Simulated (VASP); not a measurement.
Input of a VASP 6.6.1 run:

The input INCAR:

```
SYSTEM = Te2Pt
PREC     = Accurate       ! precision mode
ENCUT    = 520            ! plane-wave cutoff, eV
EDIFF    = 1E-6           ! SCF threshold, eV
ISMEAR   = 0              ! smearing method
SIGMA    = 0.05           ! smearing width, eV
LREAL    = .FALSE.        ! projectors in reciprocal space
LASPH    = .TRUE.         ! aspherical terms in the spheres
NELM     = 80             ! most SCF steps
ALGO     = Normal         ! electronic algorithm
ISIF     = 2              ! what is computed and relaxed
LWAVE    = .FALSE.        ! write WAVECAR
LCHARG   = .TRUE.         ! write CHGCAR
LMAXMIX  = 4              ! l up to which the mixer works
LDAU     = .TRUE.         ! DFT+U
LDAUTYPE = 2            
LDAUL    = -1 2           ! shell
LDAUU    = 0 5            ! U, eV
LDAUJ    = 0 0          
LDAUPRINT= 1            
GGA      = PS             ! functional
LELF     = .TRUE.         ! ELF
LVHAR    = .TRUE.       
NBANDS   = 18             ! bands
```

The input KPOINTS:

```
regular mesh
0
G
  6 6 4
  0 0 0
```

Contents of POSCAR:

```
Te2Pt
1.0
    4.0179994500      0.0000000000      0.0000000000
   -2.0089997300      3.4796896000      0.0000000000
    0.0000000000      0.0000000000      5.2119993300
Te Pt
2 1
Direct
    0.3333333333      0.6666666667      0.2500000000
    0.6666666667      0.3333333333      0.7500000000
    0.0000000000      0.0000000000      0.0000000000
```

Potentials or basis: VASP PAW PBE potentials, release 64 (Te, Pt).

Command:

```bash
$ cat potpaw_PBE.64/Te/POTCAR potpaw_PBE.64/Pt/POTCAR > POTCAR
$ mpirun -np 1 vasp_std > vasp.out
```

Question: Estimate the pressure.

Answer: 0.3 GPa.

Question: Predict the band gap on the k mesh.

Answer: None (metal or under the smearing width).

Stress tensor (GPa, compression positive):
```
0.22 0.00 0.00
0.00 0.22 0.00
0.00 0.00 0.43
```

Caveat: the PAW data sets were made with another functional, which shifts forces and pressure a little; U without spin polarisation on a metal has little footing; the U is typed as a test and isn't derived for this compound. Spin-orbit coupling is left out, which matters for the levels of Pt, Te.
